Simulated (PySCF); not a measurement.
Several orderings of computed values.

Each SMILES stands for a single optimised conformer of the isolated species, non-relativistic unless stated. Electronic properties by PySCF.

Dipoles, sizes and rotational constants follow the conformer. The torsions of the flexible species, by atom-mapped SMILES:
- `[CH:1]#[C:2][CH2:3][c:4]1[cH:5][cH:6][cH:7][o:8]1`: C2–C3–C4–C5 65°
- `[CH3:1][Si@:2]([F:3])([Cl:4])[CH:5]1[CH2:6][CH2:7]1`: C1–Si2–C5–C6 87°
- `[CH2:1]=[C:2]([CH3:3])[Si@:4]([CH3:5])([F:6])[Cl:7]`: C1–C2–Si4–C5 119°
- `[OH:1][c:2]1[cH:3][cH:4][c:5]2[c:6]([cH:7]1)[CH2:8]2`: H–O1–C2–C3 180°
- `[O:1]=[CH:2][c:3]1[cH:4][cH:5][cH:6][cH:7][cH:8]1`: O1–C2–C3–C4 180°
- `[O:1]=[P:2]1([PH2:3])[CH:4]=[CH:5][CH2:6][CH:7]=[CH:8]1`: H–P3–P2–O1 -154°, H–P3–P2–O1 -61°
- `[CH:1]#[C:2][SiH2:3][CH2:4][SiH2:5][F:6]`: C2–Si3–C4–Si5 -64°, Si3–C4–Si5–F6 -56°

Question: Rank by lowest singlet excitation, lowest first (TDDFT wB97X-D/def2-SVPD at GFN2-xTB geometries).
A. `C=C(C)[Si@](C)(F)Cl`
B. `C[Si@](F)(Cl)C1CC1`
C. `C=CC#CC#CC1CC1`
D. `C#CCc1ccco1`

Answer: C (4.08 eV), D (6.11 eV), A (6.80 eV), B (7.91 eV).

Question: Give the two extremes of that set as wavelengths.

Answer: `C=CC#CC#CC1CC1`: 304 nm; `C[Si@](F)(Cl)C1CC1`: 157 nm.

Question: Rank by smallest rotational constant, lowest first (GFN2-xTB).
A. `C=CC#CC#CC1CC1`
B. `C(Cc1occc1)#C`
C. `C[Si@](F)(Cl)C1CC1`
D. `O=C1O[SiH2]OC1=O`
E. `C1c2c1ccc(c2)O`

Answer: A (0.460 GHz), C (1.137 GHz), B (1.212 GHz), E (1.359 GHz), D (1.520 GHz).

Question: Rank by electronic spatial extent ⟨r²⟩ about the centre of nuclear charge, lowest first (wB97X-D/def2-SVPD at GFN2-xTB geometries).
A. `C=CC#CC#CC1CC1`
B. `O=P1(P)C=CCC=C1`
C. `C[Si@](F)(Cl)C1CC1`
D. `O=C1O[SiH2]OC1=O`
E. `O=Cc1ccccc1`
F. `[SiH2](C[SiH2]F)C#C`
G. `Oc1ccc2c(c1)C2`
H. `C#CCc1ccco1`

Answer: D (732 bohr²), G (854 bohr²), E (927 bohr²), H (985 bohr²), F (1105 bohr²), C (1164 bohr²), B (1229 bohr²), A (2371 bohr²).

Question: Rank by HOMO–LUMO gap, lowest first (wB97X-D/def2-SVPD at GFN2-xTB geometries).
A. `C(#C)Cc1ccco1`
B. `C=CC#CC#CC1CC1`
C. `O=CC1=CC=CC=C1`
D. `O=C1C(=O)O[SiH2]O1`
E. `[SiH2](C[SiH2]C#C)F`
F. `C=C1C=CC(=O)C=C1`
G. `C[Si@](F)(Cl)C1CC1`
H. `O=P1(P)C=CCC=C1`

Answer: F (7.88 eV), B (8.37 eV), C (9.30 eV), H (9.65 eV), D (10.03 eV), A (10.20 eV), E (11.68 eV), G (12.32 eV).

Question: By how much do the two ends of that ranking differ?

Answer: By 4.44 eV, between `C[Si@](F)(Cl)C1CC1` and `C=C1C=CC(=O)C=C1`.

Question: Rank by dipole moment, lowest first (wB97X-D/def2-SVPD at GFN2-xTB geometries).
A. `O=Cc1ccccc1`
B. `C=C1C=CC(=O)C=C1`
C. `C=CC#CC#CC1CC1`
D. `C[Si@](F)(Cl)C1CC1`
E. `c1(cc2c(cc1)C2)O`
F. `C#CCc1ccco1`
G. `O=C1O[SiH2]OC1=O`

Answer: F (0.65 D), C (1.05 D), E (1.37 D), D (2.60 D), A (3.52 D), B (4.95 D), G (5.73 D).

Question: Rank by static isotropic polarisability, lowest first (wB97X-D/def2-SVPD at GFN2-xTB geometries).
A. `C1=CCC=CP1(P)=O`
B. `C1(CC1)C#CC#CC=C`
C. `CC(=C)[Si@@](Cl)(F)C`
D. `O=C1C=CC(C=C1)=C`
E. `O=Cc1ccccc1`
F. `C[Si@](F)(Cl)C1CC1`
G. `O=C1O[SiH2]OC1=O`

Answer: G (54.6 au), F (80.5 au), E (83.0 au), C (84.8 au), D (91.8 au), A (105.0 au), B (125.8 au).

Question: Give the two extremes of that set as polarisability volumes in Å³.

Answer: `O=C1O[SiH2]OC1=O`: 8.10 Å³; `C=CC#CC#CC1CC1`: 18.64 Å³.
